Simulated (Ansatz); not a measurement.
# VO2: the cost of one run

Method: DFT PBE, scalar-relativistic, plane waves, PAW, in Ansatz 0.2.0.

The COD entry's cell or inner coordinates are ideal or old and differ from later refinements, so a difference from it is no clean test against experiment.

2 further runs of the same task are left out: 2 set aside as unsound or not needed.

## (1) The system as given

Symmetry: P4_2/mnm, No. 136, tetragonal system. The conventional cell has a = 4.584 Å, b = 4.584 Å, c = 2.838 Å, α = 90.00°, β = 90.00°, γ = 90.00°. Around V (site symmetry mmm) lie 6 O at 1.92 to 1.94 Å. Around O (site symmetry m2m) lie 3 V at 1.92 to 1.94 Å.

As a file:

```cif
data_structure
_symmetry_space_group_name_H-M 'P4_2/mnm'
_symmetry_Int_Tables_number 136
_cell_length_a 4.5835
_cell_length_b 4.5835
_cell_length_c 2.8384
_cell_angle_alpha 90.000
_cell_angle_beta 90.000
_cell_angle_gamma 90.000
_cell_volume 59.63
loop_
_atom_site_label
_atom_site_type_symbol
_atom_site_symmetry_multiplicity
_atom_site_Wyckoff_symbol
_atom_site_fract_x
_atom_site_fract_y
_atom_site_fract_z
_atom_site_occupancy
V1 V 2 a 0.00000 0.00000 0.00000 1
O1 O 4 f 0.29999 0.29999 0.00000 1
```

This cell was relaxed beforehand with the same method: volume 9.94 Å³/atom, gap on the mesh none (metal), site moments up to 0.8 μB.

## (2) Electronic structure at the relaxed geometry

File input.yaml:

```yaml
crystal:
  lattice:
    - [4.5835460075, 0.0, 0.0]
    - [0.0, 4.5835460075, 0.0]
    - [0.0, 0.0, 2.8383680523]
  atoms:
    - { symbol: V, position: [0.0, 0.0, 0.0], spin: 0.92 }
    - { symbol: V, position: [0.5, 0.5, 0.5], spin: 0.92 }
    - { symbol: O, position: [0.2999928517, 0.2999928517, 0.0] }
    - { symbol: O, position: [0.2000071483, 0.7999928517, 0.5] }
    - { symbol: O, position: [0.7000071483, 0.7000071483, 0.0] }
    - { symbol: O, position: [0.7999928517, 0.2000071483, 0.5] }
basis:
  ecutwfc: 420
kpoints:
  mp_grid: { grid: [8, 8, 12] }
  band_path:
    path:
      - [[0.0, 0.0, 0.0], [0.0, 0.5, 0.0], [0.5, 0.5, 0.0], [0.0, 0.0, 0.0], [0.0, 0.0, 0.5], [0.0, 0.5, 0.5], [0.5, 0.5, 0.5], [0.0, 0.0, 0.5]]
      - [[0.0, 0.5, 0.0], [0.0, 0.5, 0.5]]
      - [[0.5, 0.5, 0.0], [0.5, 0.5, 0.5]]
    npoints: 14
hamiltonian:
  xc: pbe
scf:
  occupations: { method: gaussian, width: 0.1 }
  n_extra_bands: 15
output:
  forces: true
  stress: true
  eigenvalues: true
  populations: true
  dos: { projected: true, de: 0.02, nscf_kmesh: { grid: [12, 12, 18] } }
  bader: true
  write_density: true
  write_potential: true
  elf: true
  volumetric_format: npy
magnetization:
  spin_polarized: true
checkpoint:
  read: start.run
  write: ck
  compress: false
  write_wavefunctions: false
  write_every: 100000
```

The run is started by

```sh
> ansatz run input.yaml --threads 1 --pin off --max-ram 2560MiB --backend cpu --events-out ev --progress --plain --runs-dir out
```

What time and memory should one allow on 1 thread of Intel Xeon Platinum 8488C (Sapphire Rapids), shared host?

About 2.5 min, with a peak of 0.81 GiB.
